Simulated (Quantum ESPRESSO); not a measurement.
## CuO under changes of volume

One of the cells (10.163 Å³/atom); the others are scaled copies at fixed shape and fractional positions:

```
CELL_PARAMETERS angstrom
2.34465 -1.71340 0.00000
2.34465 1.71340 0.00000
-0.86055 0.00000 5.05944
ATOMIC_POSITIONS crystal
Cu 0.00320 0.49680 0.00000
Cu 0.49680 0.00320 0.50000
O 0.57140 0.40560 0.25370
O 0.40560 0.57140 0.75370
```

```yaml
Program: Quantum ESPRESSO 7.5
Functional: r2SCAN
Potentials_or_basis: SG15 PBE 1.2
Cutoff: 1197 eV
Density_cutoff: 4789 eV
k_mesh: 4 × 4 × 2
Occupations: fermi-dirac, width 0.05 eV
Spin: no spin polarisation
```

```tsv
volume (Å³/atom)	energy over the lowest point (meV/atom)	pressure (GPa)	largest force (eV/Å)
9.553	19.26	11.8	1.011
9.756	7.33	7.0	0.936
9.959	1.11	2.8	0.866
10.163	0.00	-1.0	0.799
10.366	3.44	-4.4	0.760
10.569	?	?	?
10.772	22.07	-10.1	0.744
```

Question: What does the run at 10.569 Å³/atom give?

Answer: Energy over the lowest point 10.94 meV/atom; pressure -7.5 GPa; largest force 0.749 eV/Å.

Worked out: A Birch-Murnaghan fit of order 3 (a polynomial in V^(-2/3)) to the other rows has its minimum at 10.11 Å³/atom with B0 = V·E''(V) = 184 GPa and B' = 4.7 at fixed shape and positions, which overstates the stiffness. It gives 10.95 meV/atom at 10.569 Å³/atom, against the run's 10.94, and -dE/dV = -7.4 GPa, against -7.5.

Energies are extrapolated to zero smearing.

Caveats: all runs use coarse meshes; the potentials were made for another functional, which shifts forces and pressure; the run has no spin polarisation, though such a crystal can be magnetic.
